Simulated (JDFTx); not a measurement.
A run of JDFTx 1.7.0 (patched build):

File bands.in:

```
lattice \
   -2.9901986847     2.9901986847     2.9901986847 \
    2.9901986847    -2.9901986847     2.9901986847 \
    2.9901986847     2.9901986847    -2.9901986847
coords-type Lattice
ion W      0.0000000000     0.0000000000     0.0000000000 1

ion-species pseudo/W.upf
elec-cutoff 35
elec-ex-corr lda-PW
elec-smearing Fermi 0.0018374661
elec-n-bands 13
electronic-minimize nIterations 30 energyDiffThreshold 1e-06
davidson-band-ratio 1.3
forces-output-coords Cartesian
include path.kpoints
symmetries none
fix-electron-density run.$VAR

dump-name bands.$VAR
dump End Ecomponents EigStats BandEigs Kpoints Forces
```

Contents of path.kpoints:

```
kpoint +0.0000000000 +0.0000000000 +0.0000000000 0.020000000000
kpoint +0.0500000000 -0.0500000000 +0.0500000000 0.020000000000
kpoint +0.1000000000 -0.1000000000 +0.1000000000 0.020000000000
kpoint +0.1500000000 -0.1500000000 +0.1500000000 0.020000000000
kpoint +0.2000000000 -0.2000000000 +0.2000000000 0.020000000000
kpoint +0.2500000000 -0.2500000000 +0.2500000000 0.020000000000
kpoint +0.3000000000 -0.3000000000 +0.3000000000 0.020000000000
kpoint +0.3500000000 -0.3500000000 +0.3500000000 0.020000000000
kpoint +0.4000000000 -0.4000000000 +0.4000000000 0.020000000000
kpoint +0.4500000000 -0.4500000000 +0.4500000000 0.020000000000
kpoint +0.5000000000 -0.5000000000 +0.5000000000 0.020000000000
kpoint +0.4285714286 -0.4285714286 +0.5000000000 0.020000000000
kpoint +0.3571428571 -0.3571428571 +0.5000000000 0.020000000000
kpoint +0.2857142857 -0.2857142857 +0.5000000000 0.020000000000
kpoint +0.2142857143 -0.2142857143 +0.5000000000 0.020000000000
kpoint +0.1428571429 -0.1428571429 +0.5000000000 0.020000000000
kpoint +0.0714285714 -0.0714285714 +0.5000000000 0.020000000000
kpoint +0.0000000000 +0.0000000000 +0.5000000000 0.020000000000
kpoint +0.0000000000 +0.0000000000 +0.4285714286 0.020000000000
kpoint +0.0000000000 +0.0000000000 +0.3571428571 0.020000000000
kpoint +0.0000000000 +0.0000000000 +0.2857142857 0.020000000000
kpoint +0.0000000000 +0.0000000000 +0.2142857143 0.020000000000
kpoint +0.0000000000 +0.0000000000 +0.1428571429 0.020000000000
kpoint +0.0000000000 +0.0000000000 +0.0714285714 0.020000000000
kpoint +0.0000000000 +0.0000000000 +0.0000000000 0.020000000000
kpoint +0.0277777778 +0.0277777778 +0.0277777778 0.020000000000
kpoint +0.0555555556 +0.0555555556 +0.0555555556 0.020000000000
kpoint +0.0833333333 +0.0833333333 +0.0833333333 0.020000000000
kpoint +0.1111111111 +0.1111111111 +0.1111111111 0.020000000000
kpoint +0.1388888889 +0.1388888889 +0.1388888889 0.020000000000
kpoint +0.1666666667 +0.1666666667 +0.1666666667 0.020000000000
kpoint +0.1944444444 +0.1944444444 +0.1944444444 0.020000000000
kpoint +0.2222222222 +0.2222222222 +0.2222222222 0.020000000000
kpoint +0.2500000000 +0.2500000000 +0.2500000000 0.020000000000
kpoint +0.2750000000 +0.1750000000 +0.2750000000 0.020000000000
kpoint +0.3000000000 +0.1000000000 +0.3000000000 0.020000000000
kpoint +0.3250000000 +0.0250000000 +0.3250000000 0.020000000000
kpoint +0.3500000000 -0.0500000000 +0.3500000000 0.020000000000
kpoint +0.3750000000 -0.1250000000 +0.3750000000 0.020000000000
kpoint +0.4000000000 -0.2000000000 +0.4000000000 0.020000000000
kpoint +0.4250000000 -0.2750000000 +0.4250000000 0.020000000000
kpoint +0.4500000000 -0.3500000000 +0.4500000000 0.020000000000
kpoint +0.4750000000 -0.4250000000 +0.4750000000 0.020000000000
kpoint +0.5000000000 -0.5000000000 +0.5000000000 0.020000000000
kpoint +0.2500000000 +0.2500000000 +0.2500000000 0.020000000000
kpoint +0.2000000000 +0.2000000000 +0.3000000000 0.020000000000
kpoint +0.1500000000 +0.1500000000 +0.3500000000 0.020000000000
kpoint +0.1000000000 +0.1000000000 +0.4000000000 0.020000000000
kpoint +0.0500000000 +0.0500000000 +0.4500000000 0.020000000000
kpoint +0.0000000000 +0.0000000000 +0.5000000000 0.020000000000
```

Potentials or basis: PseudoDojo-SR-LDA-0.4.1-standard with smoothed tails.

Run with:

```console
$ jdftx -c 1 -i bands.in -o bands.out
```

Hardware: 1 thread of Arm Neoverse V1, on a shared host.

Problem. How long does it take, and how much memory?

Solution. It took 6.3 s on 1 thread of Arm Neoverse V1, with other jobs on the host, peak memory 0.09 GiB. Counts: scf iterations 0, bands 13, plane waves 1056.
